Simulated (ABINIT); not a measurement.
PtS2:

```
Pt S
1.0
     3.54320    0.00000    0.00000
    -1.77160    3.06850    0.00000
     0.00000    0.00000    5.03880
Pt S
1 2
Direct
  0.00000 0.00000 0.00000
  0.66667 0.33333 0.77300
  0.33333 0.66667 0.22700
```

Program: ABINIT 10.8.3 (patched build). Alike in all runs: no spin polarisation; cell as given; smearing fermi-dirac 0.05 eV.

Question: Order these runs on this cell by their pressure, lowest first.
A. level BLYP; potentials or basis JTH PAW PBE v2.0; k mesh 9 × 9 × 5; cutoff (eV) 544; fine-grid cutoff 1088.46 eV; mesh quality not flagged
B. level r2SCAN; potentials or basis JTH PAW PBE v2.0; k mesh 5 × 5 × 3; cutoff (eV) 653; fine-grid cutoff 1251.72 eV; mesh quality not flagged
C. level LDA; potentials or basis JTH PAW LDA v2.0; k mesh 7 × 7 × 4; cutoff (eV) 544; fine-grid cutoff 1088.46 eV; mesh quality not flagged
D. level PBEsol; potentials or basis JTH PAW PBE v2.0; k mesh 4 × 4 × 2; cutoff (eV) 544; fine-grid cutoff 1088.46 eV; mesh quality coarse

Answer: C (4.0 GPa), D (7.2 GPa), B (10.0 GPa), A (19.7 GPa).

Caveats: some runs use coarse meshes; the PAW data sets were made with another functional, which shifts forces and pressure a little (some runs); so large a pressure means that the cell lies far from this level's equilibrium, or that cutoff or potentials fall short (some runs); the potentials were made for another functional, which shifts forces and pressure (some runs).
